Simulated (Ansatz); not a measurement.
# Al: the cost of one run

Program: Ansatz 0.2.0. Level of theory: DFT PBE, scalar-relativistic, plane waves, PAW. These are calculated values, not measurements.

1 further run of the same task is left out (set aside as unsound or not needed).

### Step 1. The structure to begin with

Symmetry: Fd-3m, No. 227, cubic system. The conventional cell has a = 5.470 Å, b = 5.470 Å, c = 5.470 Å, α = 90.00°, β = 90.00°, γ = 90.00°. Si (site symmetry -43m) has 4 Si at 2.37 Å as nearest neighbours.

Coordinates:

```cif
data_structure
_symmetry_space_group_name_H-M 'P 1'
_symmetry_Int_Tables_number 1
_cell_length_a 3.8677
_cell_length_b 3.8677
_cell_length_c 3.8677
_cell_angle_alpha 60.000
_cell_angle_beta 60.000
_cell_angle_gamma 60.000
_cell_volume 40.91
loop_
_atom_site_label
_atom_site_type_symbol
_atom_site_fract_x
_atom_site_fract_y
_atom_site_fract_z
_atom_site_occupancy
Si1 Si 0.50000 0.50000 0.50000 1
Si2 Si 0.75000 0.75000 0.75000 1
```

It is the result of an earlier relaxation at this level (volume 20.46 Å³/atom; gap on the mesh: 0.62 eV).

### Step 2. The film's bulk: Al

Relaxed beforehand at this level: -537.4996 eV/atom, gap on the mesh none (metal).

```
CELL_PARAMETERS angstrom
0.00000 2.02031 2.02031
2.02031 0.00000 2.02031
2.02031 2.02031 0.00000
ATOMIC_POSITIONS crystal
Al 0.00000 0.00000 0.00000
```

### Step 3. Al strained to the base's plane

The (100) plane of Al is fitted to the (111) plane of Si, a strain of -4.3 % along x and -0.5 % along y; the third vector and the atoms relax.

input.yaml reads:

```yaml
crystal:
  lattice:
    - [3.8677060743, 0.0, 0.0]
    - [-1.9338530371, 10.048595144, 0.0]
    - [-1.9338530371, 0.0, 2.080582167]
  atoms:
    - { symbol: Al, position: [0.4, 0.8, 0.0] }
    - { symbol: Al, position: [0.2, 0.4, 0.0] }
    - { symbol: Al, position: [0.8, 0.6, 0.0] }
    - { symbol: Al, position: [0.0, 0.0, 0.0] }
    - { symbol: Al, position: [0.6, 0.2, 0.0] }
basis:
  ecutwfc: 420
kpoints:
  mp_grid: { grid: [9, 4, 16] }
hamiltonian:
  xc: pbe
scf:
  occupations: { method: gaussian, width: 0.1 }
output:
  forces: true
  stress: true
  eigenvalues: true
  write_density: true
  write_potential: true
  elf: true
  volumetric_format: npy
relax:
  adjacent_minimum: "off"
  f_tol: 0.01
  max_steps: 50
  cell: { fix: [a, b, gamma], stress_tol: 0.1 }
```

Command:

```console
ansatz run input.yaml --threads 4 --pin off --max-ram 10240MiB --backend cpu --events-out ev --progress --plain --runs-dir out
```

What time and memory should one allow on 4 threads of Arm Neoverse V1, shared host?

About 31 s, with a peak of 0.6 GiB.
